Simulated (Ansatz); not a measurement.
# Ga (I4/mmm) in Ansatz: further runs

The runs below take Ga through relaxation of cell and atoms, with PBEsol.

Everything below comes from runs of Ansatz 0.2.0. Logs are shortened: lines on timing, memory, paths and dates and some standing lists are left out, and cuts for length are marked.

## Step 1: The structure

Symmetry: I4/mmm, No. 139, tetragonal system. Conventional cell: a = 2.769 Å, b = 2.769 Å, c = 4.622 Å, α = 90.00°, β = 90.00°, γ = 90.00°. Around Ga (site symmetry 4/mmm) lie 12 Ga at 2.77 to 3.03 Å.

This isn't the form of Ga at room conditions, which is orthorhombic.

## Step 2: Relaxation of cell and atoms, PBEsol

input.yaml

```yaml
crystal:
  lattice:
    - [-1.3843987196, 1.3843987196, 2.3112238365]
    - [1.3843987196, -1.3843987196, 2.3112238365]
    - [1.3843987196, 1.3843987196, -2.3112238365]
  atoms:
    - { symbol: Ga, position: [0.0, 0.0, 0.0] }
hamiltonian:
  xc: pbesol
  pseudopotentials: { kind: paw }
kpoints:
  mp_grid: { grid: [13, 13, 13] }
scf:
  occupations: { method: fermi_dirac, width: 0.05 }
output:
  forces: true
  stress: true
  eigenvalues: true
relax:
  f_tol: 0.01
  max_steps: 40
  cell: { stress_tol: 0.05 }
```

Potentials or basis: Ansatz PAW.

Started as:

```console
> ansatz run input.yaml --threads 2 --pin off --max-ram 5632MiB --backend cpu --events-out ev --progress --plain --runs-dir out
```

The program printed:

```text
Warning: RAYON_NUM_THREADS=2 ignored (pool sized by the plan → 2); use --threads N
Engine: ansatz 0.2.0, x86_64-unknown-linux-gnu
Pseudopotentials: kind: paw
Pseudopotential: Ga, paw, valence charge 13, recommended cutoff 420 eV (normal), Ga.paw.azcp
Functional definition: PBEsol
  exchange = pbesol_x
  correlation = pbesol_c
Crystal: 1 atoms, lattice volume = 17.718 Å³
Basis set: ecut = 420 eV, 331 PW (Γ), exchange–correlation on 48×48×48 points (8 copies of the dense FFT grid, shifted against one another)
Bands: 11, of which v1, the nominal top of the filled ones, is band 7 counted from 1 (6 counted from 0)
Symmetry: 16 space group operations
Space group: I4/mmm (ITA 139), of the structure as read, at distance tolerance 2.6e-5 Å
k-points: 196 of 2197
Non-local potential: Ga, projectors of the file, l = 0: 2, l = 1: 2, l = 2: 3, l = 3: 1
PAW form: soft (Blöchl's): semilocal exchange-correlation on the pseudo side does not see the compensation charge
PAW frozen core: Ga, regenerated for the run's functional, and the local potential with it (the file was generated under x = pbe(κ = 0.804, μ = 0.2195149727645171), c = pbe(β = 0.06672455060314922))
PAW one-centre angular grid: Ga, 590 points (default); XC on 64 Gauss nodes
Initial density: superposition of atomic densities (neutral atoms: chi_scale 0, normalization atom), corrected by the library's trained network
Initial wavefunctions: pseudopotential atomic-orbital guess
Functional: x = pbesol(κ = 0.804, μ = 0.12345679012345678), c = pbesol(β = 0.046)
SCF iter   1: F=—  HF=-3743.188117 eV  |F-HF|=—  |Δ(HF+E_count)|=         —  Δρ=1.73e-3  dr2=4.23e-4  ethr=1.77e-3  ⟨swp⟩=5.2  Hψ=12841  notcnv=0
preconditioner: auto → none  [metal: Δε(μ)=0.060 eV  Ē_g=21.924 eV  σ=0.050 eV  W_gap=0.29  n_scr=0 (ndim 8)  ℏωp=31.8 eV  f_vac=0.000  D(μ)=0.33/eV (n_scr^D=0)]
SCF iter   2: F=—  HF=-3743.187550 eV  |F-HF|=—  |Δ(HF+E_count)|=   5.68e-4  Δρ=4.67e-4  dr2=2.73e-5  ethr=3.26e-6  ⟨swp⟩=2.0  Hψ=5159  notcnv=0  defer=7
SCF iter   3: F=—  HF=-3743.187555 eV  |F-HF|=—  |Δ(HF+E_count)|=   5.12e-6  Δρ=2.23e-4  dr2=5.75e-6  ethr=2.10e-7  ⟨swp⟩=1.0  Hψ=2079  notcnv=0  defer=7
iter 4 did not close the SCF: its close was put off for the readings that it lacked (scf_convergence_deferred on its scf_iter line)
SCF iter   4: F=-3743.187558 eV  HF=-3743.187558 eV  |F-HF|=3.03e-8  |Δ(HF+E_count)|=   2.94e-6  Δρ=1.45e-5  dr2=2.86e-8  ethr=4.42e-8  ⟨swp⟩=2.0  Hψ=2345  notcnv=0  defer=7
iter 5 did not close the SCF: its close was put off for the readings that it lacked (scf_convergence_deferred on its scf_iter line)
SCF iter   5: F=-3743.187558 eV  HF=-3743.187558 eV  |F-HF|=1.68e-8  |Δ(HF+E_count)|=   2.68e-9  Δρ=9.95e-6  dr2=8.98e-9  ethr=2.20e-10  ⟨swp⟩=2.0  Hψ=3351  notcnv=0  defer=7
SCF iter   6: F=-3743.187558 eV  HF=-3743.187558 eV  |F-HF|=2.02e-9  |Δ(HF+E_count)|=   5.75e-9  Δρ=3.45e-6  dr2=1.10e-9  ethr=6.90e-11  ⟨swp⟩=2.9  Hψ=7829  notcnv=0
SCF 1 converged in 6 iterations: F = -3743.187558 eV  dr2 = 1.10e-9
relax step   1: F+E_penalty+E_count = -3743.18755763 eV  Δ(F+E_penalty+E_count) = +0.000e0 eV  max|allowed force component| = 0.000e0 eV/Å  Δτ_max = 0.0000 Å  P = -0.317 GPa  Ω = 17.718 Å³  (6 SCF iters, dr2 threshold 1.00e-7 eV, accepted)
Crystal: 1 atoms, lattice volume = 17.604 Å³
Initial density: handed on by an earlier stage of this run
Initial wavefunctions: those handed on with the density
[... 19 lines left out ...]
SCF iter   2: F=—  HF=-3743.187680 eV  |F-HF|=—  |Δ(HF+E_count)|=   1.93e-6  Δρ=8.21e-6  dr2=5.30e-9  ethr=1.73e-10  ⟨swp⟩=2.0  Hψ=2839  notcnv=0
SCF iter   3: F=—  HF=-3743.187680 eV  |F-HF|=—  |Δ(HF+E_count)|=   1.94e-9  Δρ=1.09e-6  dr2=1.29e-10  ethr=4.08e-11  ⟨swp⟩=2.2  Hψ=3459  notcnv=0
SCF iter   4: F=—  HF=-3743.187680 eV  |F-HF|=—  |Δ(HF+E_count)|=  2.61e-10  Δρ=3.24e-7  dr2=1.06e-11  ethr=1.00e-12  ⟨swp⟩=5.3  Hψ=8222  notcnv=0
SCF iter   5: F=-3743.187680 eV  HF=-3743.187680 eV  |F-HF|=1.36e-12  |Δ(HF+E_count)|=  4.55e-13  Δρ=7.83e-8  dr2=5.88e-13  ethr=1.00e-12  ⟨swp⟩=4.6  Hψ=7259  notcnv=0
SCF 4 converged in 5 iterations: F = -3743.187680 eV  dr2 = 5.88e-13
relax step   4: F+E_penalty+E_count = -3743.18767993 eV  Δ(F+E_penalty+E_count) = +3.007e-5 eV  max|allowed force component| = 0.000e0 eV/Å  Δτ_max = 0.0000 Å  P = +0.018 GPa  Ω = 17.617 Å³  stress off target by 3.94e-2 GPa  SCF on the basis re-selected at this cell (its energy is not comparable with the rows above)  (5 SCF iters)
basis re-selected at this cell: Δ(F+E_penalty+E_count) = +3.007e-5 eV, ΔP = +0.001 GPa vs the last step (what re-selecting the basis moved, of the pressure what is left beyond the Pulay correction that the steps carried, after the strain that the cell walked since its last selection, with what the two solves' SCF thresholds leave and, on support functions, any second-order correction that the steps lacked; it is no measure of the basis error at this ecutwfc). This SCF's stress stands 3.94e-2 GPa from its target on what of the cell is left free (relax.cell.stress_tol is 5.00e-2 GPa) and its largest allowed force component is 0.00e0 eV/Å (relax.f_tol is 1.00e-2 eV/Å): within both
SCF converged after 5 iterations
Free energy (F): -3743.187680 eV
Harris-Foulkes:  -3743.187680 eV  (|F-HF|=1.36e-12)
Internal energy: -3743.184791 eV  (E = F + TS)
E sigma→0 (E₀):  -3743.186235 eV
Entropy (-TS):   -0.002889 eV (-2.889 meV/atom)
Fermi energy:    10.451522 eV
--- Per-component energies (eV) ---
  E_band       = -25.734412
  E_kinetic    = 115.407318
  E_local      = -1736.024705  (includes V_loc(G=0)·N_el)
  E_nonlocal   = 423.516322
  E_hartree    = 818.010095
  E_xc         = -69.203674
  E_vxc        = -58.794591  (∫ρ·V_xc dr)
  E_paw        = -1946.323071  (= ΣΔE_a)
  E_vpaw       = -405.858810  (= ΣTr[D̂ρ^β])
  E_aug_tail   = -0.000096  (compensation charges beyond the density's cutoff)
  E_ewald      = -1349.429959
  E_core_change = 0.862978  (= ΣΔE_core)
  E_smearing   = -0.002889  (= −TS)
  E_closure    = -0.000000  (closes the sum)
  Σ components = -3743.187680   (vs F -3743.187680, Δ=0.00e0)
--- Forces (eV/Å), atoms counted from 1 ---
  atom   1  Ga    -0.00000000    -0.00000000    -0.00000000
  max |Σ_I F_I| component: 2.47e-31 eV/Å
--- Stress (GPa, compression-positive) ---
        0.039357       0.000000       0.000000
        0.000000       0.039357       0.000000
        0.000000       0.000000      -0.024955
  P = ⅓ Tr σ = 0.0179 GPa (0.179 kbar)
--- Band table (eV; the first three rows and the last of 196) ---
  k-point 0: bands = ["-4.5489", "-4.3874", "-4.3552", "-4.3552", "-4.1887", "-1.0740", "23.2828", "23.5523", "23.5523", "26.7148", "27.1103"]
  k-point 1: bands = ["-4.5227", "-4.3769", "-4.3687", "-4.3480", "-4.2020", "-0.8375", "21.8729", "22.2307", "22.7570", "24.8192", "27.5886"]
  k-point 2: bands = ["-4.4483", "-4.4063", "-4.3537", "-4.3271", "-4.2401", "-0.1214", "19.5739", "20.3372", "21.1781", "22.7348", "27.8437"]
  k-point 195: bands = ["-4.6560", "-4.5618", "-4.1623", "-4.1482", "-4.1459", "6.1532", "6.6841", "16.0349", "17.7838", "21.2793", "23.1864"]
--- Relaxed structure (3 steps of the walk, 3 accepted, 1 SCFs on fresh bases) ---
  F+E_penalty+E_count = -3743.18767993 eV   max|allowed force component| = 0.000e0 eV/Å   (the final SCF, on the basis selected at the relaxed cell)
  cell:  # Å, volume = 17.6171 Å³
    - [-1.3833332718419005, 1.3833332718419005, 2.301546528995958]
    - [1.3833332718419005, -1.3833332718419005, 2.301546528995958]
    - [1.3833332718419005, 1.3833332718419005, -2.301546528995958]
  atoms:
    - { symbol: Ga, position: [0.0, 0.0, 0.0] }
```

It took 11 s on 2 threads of Intel Xeon at 2.50GHz (Skylake/Cascade Lake), shared host; peak memory 0.37 GiB.

What came out:

```yaml
Free_energy: -3743.1877 eV
Relaxed_volume: 17.62 Å³/atom
Relaxed_cell: a = 3.021 Å, b = 3.021 Å, c = 3.021 Å, α = 125.49°, β = 125.49°, γ = 80.73°
Space_group_after_relaxing_to_0.05_Å: I4/mmm (No. 139)
Energy_gained_by_relaxing: 0.1 meV/atom
Ionic_steps: 4
Pressure_after_relaxing: 0.0 GPa
Band_gap_on_the_k_mesh: none (metal or under the smearing width)
```

The path:
| step | energy change (eV) | largest force (eV/Å) | volume (Å³) |
| --- | --- | --- | --- |
| 1 | 0.0000 | 0.0000 | 17.72 |
| 2 | -0.0001 | 0.0000 | 17.60 |
| 3 | -0.0002 | 0.0000 | 17.62 |
| 4 | -0.0001 | 0.0000 | 17.62 |

Final structure:
```
Ga
1.0
    -1.38333    1.38333    2.30155
     1.38333   -1.38333    2.30155
     1.38333    1.38333   -2.30155
Ga
1
Cartesian
  0.0000 0.0000 0.0000
```

Caveat: the plane-wave basis is chosen anew once the cell has moved, so the energies of steps on either side of that aren't comparable; the PAW data sets come from PBE, with cores solved anew for the run's functional, which leaves a small shift of forces and pressure.

## Step 3: Relaxation of cell and atoms, PBEsol, target pressure 2 GPa, at which the enthalpy is minimised

Edit input.yaml of step 2 so:

```diff
@@ -21,2 +21,2 @@
   max_steps: 40
-  cell: { stress_tol: 0.05 }
+  cell: { stress_tol: 0.05, p_target: 2.0 }
```

Potentials or basis: Ansatz PAW.

Started as:

```console
> ansatz run input.yaml --threads 2 --pin off --max-ram 5632MiB --backend cpu --events-out ev --progress --plain --runs-dir out
```

The program printed:

```text
Warning: RAYON_NUM_THREADS=2 ignored (pool sized by the plan → 2); use --threads N
[... 6 set-up lines as earlier in the session ...]
Crystal: 1 atoms, lattice volume = 17.718 Å³
Basis set: ecut = 420 eV, 331 PW (Γ), exchange–correlation on 48×48×48 points (8 copies of the dense FFT grid, shifted against one another)
Bands: 11, of which v1, the nominal top of the filled ones, is band 7 counted from 1 (6 counted from 0)
[... 2 set-up lines as earlier in the session ...]
k-points: 196 of 2197
[... 2 set-up lines as earlier in the session ...]
[... 110 lines left out ...]
  E_core_change = 0.862978  (= ΣΔE_core)
  E_smearing   = -0.002722  (= −TS)
  E_closure    = 0.000000  (closes the sum)
  Σ components = -3743.184314   (vs F -3743.184314, Δ=0.00e0)
--- Forces (eV/Å), atoms counted from 1 ---
  atom   1  Ga     0.00000000    -0.00000000     0.00000000
  max |Σ_I F_I| component: 1.07e-31 eV/Å
--- Stress (GPa, compression-positive) ---
        2.007818      -0.000000      -0.000000
       -0.000000       2.007818       0.000000
       -0.000000       0.000000       1.967224
  P = ⅓ Tr σ = 1.9943 GPa (19.943 kbar)
--- Band table (eV; the first three rows and the last of 196) ---
  k-point 0: bands = ["-4.1010", "-3.9279", "-3.9243", "-3.9243", "-3.7473", "-0.8677", "24.3219", "24.3646", "24.3646", "27.4971", "27.6690"]
  k-point 1: bands = ["-4.0747", "-3.9387", "-3.9182", "-3.9150", "-3.7607", "-0.6291", "22.6607", "23.0650", "23.5820", "25.4089", "28.8855"]
  k-point 2: bands = ["-3.9997", "-3.9789", "-3.8995", "-3.8883", "-3.7972", "0.0938", "20.3406", "21.0245", "22.0124", "23.3268", "28.2819"]
  k-point 195: bands = ["-4.2304", "-4.1393", "-3.7005", "-3.6933", "-3.6857", "6.9342", "7.1433", "16.3528", "18.1051", "21.6541", "23.5745"]
--- Relaxed structure (8 steps of the walk, 8 accepted, 1 SCFs on fresh bases) ---
  F+E_penalty+E_count = -3743.18431391 eV   max|allowed force component| = 0.000e0 eV/Å   (the final SCF, on the basis selected at the relaxed cell)
  cell:  # Å, volume = 17.0570 Å³
    - [-1.3791298932409028, 1.3791298932409028, 2.241976511094466]
    - [1.3791298932409028, -1.3791298932409028, 2.241976511094466]
    - [1.3791298932409028, 1.3791298932409028, -2.241976511094466]
  atoms:
    - { symbol: Ga, position: [0.0, 0.0, 0.0] }
```

It took 23 s on 2 threads of Intel Xeon at 2.50GHz (Skylake/Cascade Lake), shared host; peak memory 0.37 GiB.

What came out:

```
Free energy                                            : -3743.1843 eV
Relaxed volume                                         : 17.06 Å³/atom
Relaxed cell                                           : a = 2.972 Å, b = 2.972 Å, c = 2.972 Å, α = 124.70°, β = 124.70°, γ = 82.04°
Space group after relaxing (to 0.05 Å)                 : I4/mmm (No. 139)
Energy change on relaxing (the enthalpy is what falls) : +3.2 meV/atom
Ionic steps                                            : 9
Pressure after relaxing                                : 2.0 GPa
Band gap on the k mesh                                 : none (metal or under the smearing width)
```

Step by step:
```csv
step,energy change (eV),largest force (eV/Å),volume (Å³)
1,0.0000,0.0000,17.72
2,0.0050,0.0000,16.94
3,0.0029,0.0000,17.09
4,0.0029,0.0000,17.09
5,0.0035,0.0000,17.03
6,0.0029,0.0000,17.07
7,0.0031,0.0000,17.05
8,0.0030,0.0000,17.06
9,0.0032,0.0000,17.06
```

Final structure:
```
Ga
1.0
    -1.37913    1.37913    2.24198
     1.37913   -1.37913    2.24198
     1.37913    1.37913   -2.24198
Ga
1
Cartesian
  0.0000 0.0000 0.0000
```

Levels at points of the mesh, in eV from the Fermi level:
```
           k point  band 3  band 4  band 5  band 6  band 7  band 8  band 9  band 10
(0.00, 0.00, 0.00)  -14.86  -14.86  -14.68  -11.81   13.38   13.43   13.43    16.56
```

Caveat: the plane-wave basis is chosen anew once the cell has moved, so the energies of steps on either side of that aren't comparable; the PAW data sets come from PBE, with cores solved anew for the run's functional, which leaves a small shift of forces and pressure.

## Step 4: Relaxation of cell and atoms, PBEsol, target pressure 5 GPa, at which the enthalpy is minimised

Edit input.yaml of step 3 so:

```diff
@@ -21,2 +21,2 @@
   max_steps: 40
-  cell: { stress_tol: 0.05, p_target: 2.0 }
+  cell: { stress_tol: 0.05, p_target: 5.0 }
```

Started as:

```console
> ansatz run input.yaml --threads 2 --pin off --max-ram 5632MiB --backend cpu --events-out ev --progress --plain --runs-dir out
```

Wall time 18 s (2 threads of Intel Xeon at 2.50GHz (Skylake/Cascade Lake), shared host); peak memory 0.37 GiB.

Results (log left out):

- Free energy: -3743.1702 eV
- Relaxed volume: 16.40 Å³/atom
- Relaxed cell: a = 2.931 Å, b = 2.931 Å, c = 2.931 Å, α = 124.59°, β = 124.59°, γ = 82.22°
- Space group after relaxing (to 0.05 Å): I4/mmm (No. 139)
- Energy change on relaxing (the enthalpy is what falls): +17.4 meV/atom
- Ionic steps: 6
- Pressure after relaxing: 5.0 GPa
- Band gap on the k mesh: none (metal or under the smearing width)

The path:
| step | energy change (eV) | largest force (eV/Å) | volume (Å³) |
| --- | --- | --- | --- |
| 1 | 0.0000 | 0.0000 | 17.72 |
| 2 | 0.0334 | 0.0000 | 15.98 |
| 3 | 0.0158 | 0.0000 | 16.44 |
| 4 | 0.0169 | 0.0000 | 16.40 |
| 5 | 0.0170 | 0.0000 | 16.40 |
| 6 | 0.0174 | 0.0000 | 16.40 |

Final structure:
```
CELL_PARAMETERS angstrom
-1.36261 1.36261 2.20805
1.36261 -1.36261 2.20805
1.36261 1.36261 -2.20805
ATOMIC_POSITIONS crystal
Ga 0.00000 0.00000 0.00000
```

Levels at points of the mesh, in eV from the Fermi level:
| k point | band 2 | band 3 | band 4 | band 5 | band 6 | band 7 | band 8 | band 9 | band 10 | band 11 |
| --- | --- | --- | --- | --- | --- | --- | --- | --- | --- | --- |
| (0.00, 0.00, 0.00) | -14.93 | -14.93 | -14.93 | -14.74 | -12.16 | 13.87 | 13.87 | 13.89 | 16.91 | 16.92 |

Caveat: the plane-wave basis is chosen anew once the cell has moved, so the energies of steps on either side of that aren't comparable; the PAW data sets come from PBE, with cores solved anew for the run's functional, which leaves a small shift of forces and pressure.

## Step 5: Relaxation of cell and atoms, PBEsol, target pressure 10 GPa, at which the enthalpy is minimised

Edit input.yaml of step 4 so:

```diff
@@ -18,2 +18,6 @@
   eigenvalues: true
+  write_density: true
+  write_potential: true
+  elf: true
+  volumetric_format: npy
 relax:
@@ -21,2 +25,2 @@
   max_steps: 40
-  cell: { stress_tol: 0.05, p_target: 5.0 }
+  cell: { stress_tol: 0.05, p_target: 10.0 }
```

Started as:

```console
> ansatz run input.yaml --threads 2 --pin off --max-ram 5632MiB --backend cpu --events-out ev --progress --plain --runs-dir out
```

Run time: 15 s. Hardware: 2 threads of Intel Xeon at 2.50GHz (Skylake/Cascade Lake), shared host; peak memory 0.38 GiB.

The run converged. Its results:

* Free energy: -3743.1321 eV
* Relaxed volume: 15.57 Å³/atom
* Relaxed cell: a = 2.879 Å, b = 2.879 Å, c = 2.879 Å, α = 124.49°, β = 124.49°, γ = 82.38°
* Space group after relaxing (to 0.05 Å): I4/mmm (No. 139)
* Energy change on relaxing (the enthalpy is what falls): +55.5 meV/atom
* Ionic steps: 5
* Pressure after relaxing: 10.0 GPa
* Band gap on the k mesh: none (metal or under the smearing width)

Step by step:
```csv
step,energy change (eV),largest force (eV/Å),volume (Å³)
1,0.0000,0.0000,17.72
2,0.0504,0.0000,15.67
3,0.0593,0.0000,15.50
4,0.0548,0.0000,15.57
5,0.0555,0.0000,15.57
```

Final structure:
```xyz
1
Lattice="-1.3405 1.3405 2.1663 1.3405 -1.3405 2.1663 1.3405 1.3405 -2.1663" Properties=species:S:1:pos:R:3 pbc="T T T"
Ga    0.0000    0.0000    0.0000
```

Levels at points of the mesh, in eV from the Fermi level:
| k point | band 2 | band 3 | band 4 | band 5 | band 6 | band 7 | band 8 | band 9 | band 10 | band 11 |
| --- | --- | --- | --- | --- | --- | --- | --- | --- | --- | --- |
| (0.00, 0.00, 0.00) | -15.04 | -15.04 | -15.03 | -14.82 | -12.66 | 14.46 | 14.46 | 14.56 | 17.17 | 17.39 |

Caveat: the plane-wave basis is chosen anew once the cell has moved, so the energies of steps on either side of that aren't comparable; the PAW data sets come from PBE, with cores solved anew for the run's functional, which leaves a small shift of forces and pressure.

(Part 1 of 2 ends here.)
